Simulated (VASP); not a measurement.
# BaS in VASP: settings compared

The runs below take BaS through relaxation of the atoms, with PBE+TS, PBE+TS-HI, PBE+MBD-FI, PBE+dDsC.

All numbers are computed with VASP 6.6.1; they aren't measurements. Logs are shortened: lines on timing, memory, paths and dates and some standing lists are left out, and cuts for length are marked.

**1. Starting point**

The cell holds a slab with vacuum, 8 atoms: a = 4.517 Å, b = 4.517 Å, c = 24.581 Å, α = 90.00°, β = 90.00°, γ = 90.00°.

**2. Relaxation of the atoms, PBE+TS**

The input, INCAR:

```
ALGO     = Normal         # electronic algorithm
DIPOL    = 0.5 0.5 0.500
EDIFF    = 1E-6           # SCF threshold, eV
EDIFFG   = -0.02          # ionic threshold
ENCUT    = 520            # plane-wave cutoff, eV
GGA      = PE             # functional
IBRION   = 2              # ionic algorithm
IDIPOL   = 3            
ISIF     = 2              # what is computed and relaxed
ISMEAR   = -1             # smearing method
IVDW     = 2              # dispersion correction
LASPH    = T              # aspherical terms in the spheres
LCHARG   = F              # write CHGCAR
LDIPOL   = T            
LREAL    = F              # projectors in reciprocal space
LWAVE    = F              # write WAVECAR
NELM     = 100            # most SCF steps
NSW      = 40             # ionic steps
PREC     = Accurate       # precision mode
SIGMA    = 0.05           # smearing width, eV
```

The input, KPOINTS:

```
k-points
0
Gamma
  5 5 1
```

The input, POSCAR:

```
BaS
1.0
    4.5166445648      0.0000000000      0.0000000000
    0.0000000000      4.5166445648      0.0000000000
    0.0000000000      0.0000000000     24.5812500000
Ba S
4 4
Selective dynamics
Direct
    0.5000000000      0.5000000000      0.3051106026  F F F
    0.0000000000      0.0000000000      0.4350368675  F F F
    0.5000000000      0.5000000000      0.5649631325  T T T
    0.0000000000      0.0000000000      0.6948893974  T T T
    0.0000000000      0.0000000000      0.3051106026  F F F
    0.5000000000      0.5000000000      0.4350368675  F F F
    0.0000000000      0.0000000000      0.5649631325  T T T
    0.5000000000      0.5000000000      0.6948893974  T T T
```

Potentials or basis: VASP PAW PBE potentials, release 64 (Ba_sv, S).

On the command line:

```bash
> cat potpaw_PBE.64/Ba_sv/POTCAR potpaw_PBE.64/S/POTCAR > POTCAR
> mpirun -np 1 vasp_std > vasp.out
```

OUTCAR:

```text
EDIFF = 1E-6
   EDIFFG = -0.02
   ENCUT = 520
   GGA = PE
   IBRION = 2
   ISIF = 2
   ISMEAR = -1
   IVDW = 2
   LASPH = T
   LREAL = F
   NELM = 100
   NSW = 40
   PREC = Accurate
  IVDW =   2

 ion  position               nearest neighbor table
   1  0.500  0.500  0.305-   6 3.19   5 3.19   5 3.19   5 3.19   5 3.19   2 4.52   2 4.52   2 4.52
                             2 4.52
   2  0.000  0.000  0.435-   5 3.19   6 3.19   6 3.19   6 3.19   6 3.19   7 3.19   1 4.52   1 4.52
                             1 4.52   1 4.52   3 4.52   3 4.52   3 4.52   3 4.52
   3  0.500  0.500  0.565-   8 3.19   7 3.19   7 3.19   7 3.19   7 3.19   6 3.19   4 4.52   4 4.52
                             4 4.52   4 4.52   2 4.52   2 4.52   2 4.52   2 4.52
   4  0.000  0.000  0.695-   7 3.19   8 3.19   8 3.19   8 3.19   8 3.19   3 4.52   3 4.52   3 4.52
                             3 4.52
   5  0.000  0.000  0.305-   2 3.19   1 3.19   1 3.19   1 3.19   1 3.19
   6  0.500  0.500  0.435-   1 3.19   2 3.19   2 3.19   2 3.19   2 3.19   3 3.19
   7  0.000  0.000  0.565-   4 3.19   3 3.19   3 3.19   3 3.19   3 3.19   2 3.19
   8  0.500  0.500  0.695-   3 3.19   4 3.19   4 3.19   4 3.19   4 3.19

  LATTYP: Found a simple tetragonal cell.
 ALAT       =     4.5166445648
 C/A-ratio  =     5.4423698051

  Lattice vectors:

 A1 = (   4.5166445648,   0.0000000000,   0.0000000000)
 A2 = (   0.0000000000,   4.5166445648,   0.0000000000)
 A3 = (   0.0000000000,   0.0000000000,  24.5812500000)

Analysis of symmetry for initial positions (statically):
=====================================================================
 Subroutine PRICEL returns:
 Original cell was already a primitive cell.

 Routine SETGRP: Setting up the symmetry group for a
 simple tetragonal supercell.

 Subroutine GETGRP returns: Found 16 space group operations
 (whereof  8 operations were pure point group operations)
 out of a pool of 16 trial point group operations.

The static configuration has the point symmetry C_4v.
 The point group associated with its full space group is D_4h.

Analysis of symmetry for dynamics (positions and initial velocities):
=====================================================================
 Subroutine PRICEL returns:
 Original cell was already a primitive cell.

 Routine SETGRP: Setting up the symmetry group for a
 simple tetragonal supercell.

 Subroutine GETGRP returns: Found 16 space group operations
 (whereof  8 operations were pure point group operations)
 out of a pool of 16 trial point group operations.

The dynamic configuration has the point symmetry C_4v.
 The point group associated with its full space group is D_4h.

Analysis of constrained symmetry for selective dynamics:
=====================================================================
 Subroutine PRICEL returns:
 Original cell was already a primitive cell.

 Routine SETGRP: Setting up the symmetry group for a
 simple tetragonal supercell.

 Subroutine GETGRP returns: Found  8 space group operations
 (whereof  8 operations were pure point group operations)
 out of a pool of 16 trial point group operations.

The constrained configuration has the point symmetry C_4v.

 Subroutine INISYM returns: Found  8 space group operations
 (whereof  8 operations are pure point group operations),
 and found     1 'primitive' translations

----------------------------------------------------------------------------------------

                                     Primitive cell

  volume of cell :     501.4594

  direct lattice vectors                    reciprocal lattice vectors
     4.516644565  0.000000000  0.000000000     0.221403297  0.000000000  0.000000000
     0.000000000  4.516644565  0.000000000     0.000000000  0.221403297  0.000000000
     0.000000000  0.000000000 24.581250000     0.000000000  0.000000000  0.040681414

  length of vectors
     4.516644565  4.516644565 24.581250000     0.221403297  0.221403297  0.040681414

  position of ions in fractional coordinates (direct lattice)
     0.500000000  0.500000000  0.305110603
     0.000000000  0.000000000  0.435036868
     0.500000000  0.500000000  0.564963132
     0.000000000  0.000000000  0.694889397
     0.000000000  0.000000000  0.305110603
     0.500000000  0.500000000  0.435036868
     0.000000000  0.000000000  0.564963132
     0.500000000  0.500000000  0.694889397

  ion indices of the primitive-cell ions
   primitive index   ion index
                 1           1
                 2           2
                 3           3
                 4           4
                 5           5
                 6           6
                 7           7
                 8           8

----------------------------------------------------------------------------------------

 KPOINTS: k-points

Automatic generation of k-mesh.
 Grid dimensions read from file:
 generate k-points for:    5    5    1

 Generating k-lattice:

  Cartesian coordinates                     Fractional coordinates (reciprocal lattice)
     0.044280659  0.000000000  0.000000000     0.200000000  0.000000000  0.000000000
     0.000000000  0.044280659  0.000000000     0.000000000  0.200000000  0.000000000
     0.000000000  0.000000000  0.040681414     0.000000000  0.000000000  1.000000000

  Length of vectors
     0.044280659  0.044280659  0.040681414

  Shift w.r.t. Gamma in fractional coordinates (k-lattice)
     0.000000000  0.000000000  0.000000000

 Subroutine IBZKPT returns following result:
 ===========================================

 Found      6 irreducible k-points:

 Following reciprocal coordinates:
            Coordinates               Weight
  0.000000  0.000000  0.000000      1.000000
  0.200000  0.000000  0.000000      4.000000
  0.400000  0.000000  0.000000      4.000000
  0.200000  0.200000  0.000000      4.000000
  0.400000  0.200000  0.000000      8.000000
  0.400000  0.400000  0.000000      4.000000
   k-points           NKPTS =      6   k-points in BZ     NKDIM =      6   number of bands    NBANDS=     38
   number of dos      NEDOS =    301   number of ions     NIONS =      8
   total plane-waves  NPLWV = 248832
   dimension x,y,z NGX =    36 NGY =   36 NGZ =  192
   dimension x,y,z NGXF=    72 NGYF=   72 NGZF=  384
   ions per type =               4   4
   NGX,Y,Z   is equivalent  to a cutoff of  13.25, 13.25, 12.99 a.u.
   NGXF,Y,Z  is equivalent  to a cutoff of  26.50, 26.50, 25.97 a.u.
 SYSTEM =  unknown system
   PREC   = accura    normal or accurate (medium, high low for compatibility)
   ISTART =      0    job   : 0-new  1-cont  2-samecut
   ICHARG =      2    charge: 1-file 2-atom 10-const
   ISPIN  =      1    spin polarized calculation?
   LNONCOLLINEAR =      F non collinear calculations
   LSORBIT =      F    spin-orbit coupling
   LASPH  =      T    aspherical Exc in radial PAW
   ENCUT  =  520.0 eV  38.22 Ry    6.18 a.u.   8.40  8.40 45.70*2*pi/ulx,y,z
   NELM   =    100;   NELMIN=  2; NELMDL= -5     # of ELM steps
   EDIFF  = 0.1E-05   stopping-criterion for ELM
   LREAL  =      F    real-space projection
   EDIFFG = -.2E-01   stopping-criterion for IOM
   NSW    =     40    number of steps for IOM
   IBRION =      2    ionic relax: 0-MD 1-quasi-New 2-CG
   NFREE  =      1    steps in history (QN), initial steepest desc. (CG)
   ISIF   =      2    stress and relaxation
   ISYM   =      2    0-nonsym 1-usesym 2-fastsym
   POTIM  = 0.5000    time-step for ionic-motion
   TEBEG  =    0.0;   TEEND  =   0.0 temperature during run
   PSTRESS=    0.0 pullay stress
   NELECT =      64.0000    total number of electrons
   NUPDOWN=      -1.0000    fix difference up-down
   EMIN   =  10.00;   EMAX   =-10.00  energy-range for DOS
   EFERMI =   0.00;   METHOD = LEGACY
   ISMEAR =    -1;   SIGMA  =   0.05  broadening in eV -4-tet -1-fermi 0-gaus
   EFERMI_NEDOS =   21; number of points for ismear=-14 and -15
   IALGO  =     38    algorithm
   IMIX   =      4    mixing-type and parameters
     AMIX     =   0.40;   BMIX     =  1.00
     AMIX_MAG =   1.60;   BMIX_MAG =  1.00
  volume/ion in A,a.u.               =      62.68       423.00
  Fermi-wavevector in a.u.,A,eV,Ry     =   0.824245  1.557597  9.243519  0.679380
  Thomas-Fermi vector in A             =   1.935896
   LORBIT       =      0    0 simple, 1 ext, 2 COOP (PROOUT), +10 PAW based schemes
   GGA     = PE    functional components
   LHFCALC =     F    Hartree Fock is set to
   AEXX    =    0.0000 exact exchange contribution
   IVDW    =     2    specifies the selected vdW correction
   LEPSILON=     F    determine dielectric tensor
   LRPA    =     F    only Hartree local field effects (RPA)
 conjugate gradient relaxation of ions
 non-spin polarized calculation
  energy-cutoff  :      520.00
  volume of cell :      501.46
 maximum number of plane-waves:     13527
 NGX is ok and might be reduce to    36
   NGX = 17   NGY = 17   NGZ = 91

--------------------------------------- Ionic step        1  -------------------------------------------

 number of electron      63.9999995 magnetization

 dipolmoment           0.000000      0.000000      0.000000 electrons x Angstroem

 Free energy of the ion-electron system (eV)
  ---------------------------------------------------
  ext. energy  EPLUGINS =         0.00000000
  ---------------------------------------------------
  free energy    TOTEN  =       -39.97973807 eV

  energy without entropy =      -39.97973807  energy(sigma->0) =      -39.97973807

------------------------ aborting loop because EDIFF is reached ----------------------------------------

  Tkatchenko/Scheffler method for vdW energy calculation

  Number of pair interactions contributing to vdW energy:   37160

  Edisp (eV):   -4.83633

  FORCE on cell =-STRESS in cart. coord.  units (eV):
  Direction    XX          YY          ZZ          XY          YZ          ZX
  --------------------------------------------------------------------------------------
  -------------------------------------------------------------------------------------
  Total       0.51236     0.51236     1.54783     0.00000     0.00000     0.00000
  in kB       1.63699     1.63699     4.94538     0.00000     0.00000     0.00000
  external pressure =        2.74 kB  Pullay stress =        0.00 kB
[... 119 lines left out ...]
  FREE ENERGIE OF THE ION-ELECTRON SYSTEM (eV)
  ---------------------------------------------------
  free  energy   TOTEN  =       -44.8252605498 eV

  energy  without entropy=      -44.8252605496  energy(sigma->0) =      -44.82526055

 E-fermi :   0.0029     XC(G=0):  -4.9680

 val. band max:       -1.0761527481   @ k =   0.0000   0.0000   0.0000
 cond. band min:       1.0156875627   @ k =   0.0000   0.0000   0.0000
 fundamental gap:      2.0918403108
 Fermi energy:         0.0028726314

 k-point     1 :       0.0000    0.0000    0.0000
  band No.  band energies     occupation
      1     -27.7391      2.00000
      2     -27.6162      2.00000
      3     -27.2583      2.00000
      4     -27.2122      2.00000
      5     -13.2071      2.00000
      6     -13.0897      2.00000
[... 235 lines left out ...]
     37       3.3528      0.00000
     38       3.4382      0.00000

 vacuum level on the upper side and lower side of the slab       (xc-potential included)        -0.139         0.127

[... ionic steps 4 to 8 ...]

--------------------------------------- Ionic step        9  -------------------------------------------

 number of electron      63.9999996 magnetization

------------------------ aborting loop because EDIFF is reached ----------------------------------------

  Tkatchenko/Scheffler method for vdW energy calculation

  Number of pair interactions contributing to vdW energy:   37132
[... 85 lines left out ...]
  energy  without entropy=      -44.8385840665  energy(sigma->0) =      -44.83858407

--------------------------------------- Ionic step       11  -------------------------------------------

 number of electron      63.9999997 magnetization

 dipolmoment           0.000000      0.000000     -0.006417 electrons x Angstroem

 Free energy of the ion-electron system (eV)
  ---------------------------------------------------
  ext. energy  EPLUGINS =         0.00000000
  ---------------------------------------------------
  free energy    TOTEN  =       -39.98187176 eV

  energy without entropy =      -39.98187176  energy(sigma->0) =      -39.98187176

 E-fermi :  -0.0432     XC(G=0):  -5.0234

 val. band max:       -1.1164412589   @ k =   0.0000   0.0000   0.0000
 cond. band min:       1.0035787800   @ k =   0.0000   0.0000   0.0000
 fundamental gap:      2.1200200389
 Fermi energy:        -0.0431629815

 k-point     1 :       0.0000    0.0000    0.0000
  band No.  band energies     occupation
      1     -27.6917      2.00000
      2     -27.6728      2.00000
      3     -27.3488      2.00000
      4     -27.2777      2.00000
      5     -13.1787      2.00000
      6     -13.1287      2.00000
[... 235 lines left out ...]
     37       3.3486      0.00000
     38       3.3996      0.00000

------------------------ aborting loop because EDIFF is reached ----------------------------------------

 vacuum level on the upper side and lower side of the slab       (xc-potential included)        -0.305        -0.211

  Hirshfeld charges:
            ion         q(e)
   ------------------------------
      1     Ba       0.39373615
      2     Ba       0.30298239
      3     Ba       0.29874669
      4     Ba       0.39481891
      5     S       -0.38963200
      6     S       -0.30503633
      7     S       -0.30602987
      8     S       -0.38958594

  Tkatchenko/Scheffler method for vdW energy calculation
[... 35 lines left out ...]
  FREE ENERGIE OF THE ION-ELECTRON SYSTEM (eV)
  ---------------------------------------------------
  free  energy   TOTEN  =       -44.8395020159 eV

  energy  without entropy=      -44.8395020157  energy(sigma->0) =      -44.83950202

 reached required accuracy - stopping structural energy minimisation

 vacuum level on the upper side and lower side of the slab         2.823         2.912
```

It took 18 min on 1 thread of Intel Xeon Platinum 8259CL at 2.50GHz (Skylake/Cascade Lake), shared host; peak memory 0.63 GiB.

Results:

* Free energy: -44.8395 eV
* Energy gained by relaxing: 2.9 meV/atom
* Ionic steps: 11
* Band gap on the k mesh: 2.12 eV, direct
* Hirshfeld charges: Ba +0.39, +0.30; S -0.39, -0.31 e
* Dispersion energy per atom: -0.607 eV

Step by step:
```tsv
step	energy change (eV)	largest force (eV/Å)	pressure (GPa)
1	0.0000	0.1497	0.27
2	-0.0030	0.1441	0.26
3	-0.0092	0.1415	0.24
4	-0.0094	0.2618	0.18
5	-0.0114	0.1490	0.21
6	-0.0148	0.1377	0.18
7	-0.0157	0.1382	0.18
8	-0.0166	0.1368	0.16
9	-0.0193	0.1364	0.13
10	-0.0225	0.1337	0.07
11	-0.0234	0.1339	0.02
```

Final structure:
```
Ba S
1.0
     4.51664    0.00000    0.00000
     0.00000    4.51664    0.00000
     0.00000    0.00000   24.58125
Ba S
4 4
Direct
  0.50000 0.50000 0.30511
  0.00000 0.00000 0.43504
  0.50000 0.50000 0.56866
  0.00000 0.00000 0.69998
  0.00000 0.00000 0.30511
  0.50000 0.50000 0.43504
  0.00000 0.00000 0.56975
  0.50000 0.50000 0.69824
```

Caveat: spin-orbit coupling is left out, which moves the levels of the heavy elements. As with any semilocal functional, this PBE gap is likely too small.

(Part 1 of 2 ends here.)
